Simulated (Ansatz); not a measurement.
NaBr with two functionals, uniaxial strain ε_yy = −3.73 %

The parent structure is NaBr in the rock salt structure (space group Fm-3m, No. 225; a = 6.0360 Å). Axes: x, y, z lie along the cube axes.

(Cell as relaxed with PBE.)

Levels (all Ansatz, a first-principles code, PAW): PBE (420 eV, no SOC); r2SCAN (500 eV, without spin-orbit coupling).

Each level relaxes its own structure.

```csv
base,PBE,r2SCAN
volume per atom,27.49 Å³,26.30 Å³
lattice parameter a,6.036 Å,5.948 Å
band gap,4.07 eV,4.98 eV
```

Perturbation: the cell is compressed by 3.73 % along y with no lateral relaxation; the atoms relax in the strained cell.

```tsv
quantity	PBE	r2SCAN
energy relative to the base (free energy F)	+5.4 meV/atom	___
valence-band top at Γ (three highest levels, from the VBM)	0.00, 0.00, -0.04 eV	___
shift of the gap caused by the change	+0.10 eV	___
gap character	direct at Γ	___
shortest interatomic distance	2.905 Å	___
```

Q: Predict the r2SCAN column.

A: 
- energy relative to the base (free energy F), r2SCAN: +6.4 meV/atom
- valence-band top at Γ (three highest levels, from the VBM), r2SCAN: 0.00, 0.00, -0.04 eV
- shift of the gap caused by the change, r2SCAN: +0.12 eV
- gap character, r2SCAN: direct at Γ
- shortest interatomic distance, r2SCAN: 2.863 Å

PBE's energy relative to the base lies 1.0 meV/atom below r2SCAN's; PBE's shift of the gap caused by the change lies 0.02 eV below r2SCAN's; PBE's shortest interatomic distance lies 0.0425 Å above r2SCAN's (1.5 %); the two agree on the valence-band top at Γ and gap character. Neither level is exact; r2SCAN is the comparison here, not a measurement.

Stability against distortions was not tested. k-point labels follow each cell's own Brillouin zone.
